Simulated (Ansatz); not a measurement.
CsCl:
```yaml
crystal:
  lattice:
    - [4.20610, 0.00000, 0.00000]
    - [0.00000, 4.20610, 0.00000]
    - [0.00000, 0.00000, 4.20610]
  atoms:
    - { symbol: Cs, position: [0.00000, 0.00000, 0.00000] }
    - { symbol: Cl, position: [0.50000, 0.50000, 0.50000] }
```

Cartesian axes are those of the cell as given.

Task: Give the high-frequency dielectric tensor and the Born effective charge tensors of the independent atoms from DFPT, PBE (plane waves, PAW; program Ansatz).

Result: 
ε∞:
```
2.74  0.00  0.00
0.00  2.74  0.00
0.00  0.00  2.74
```
Z* of atom 1 (Cs), rows: field, columns: displacement, in e:
```
1.32  0.00  0.00
0.00  1.32  0.00
0.00  0.00  1.32
```
Z* of atom 2 (Cl), rows: field, columns: displacement, in e:
```
-1.32   0.00   0.00
 0.00  -1.32   0.00
 0.00   0.00  -1.32
```

Static charges for comparison (Bader): Cs1 +0.84, Cl2 -0.84 e. Born charges measure polarisation by displacement and can exceed these by far.

Space group Pm-3m (CsCl type). The cell was relaxed with PBE under the symmetry of its start; phonons on a q-mesh show no instability. Scalar-relativistic: spin–orbit coupling is off unless named, which matters more the heavier the elements.

Potentials: the later of the program's two PAW sets.
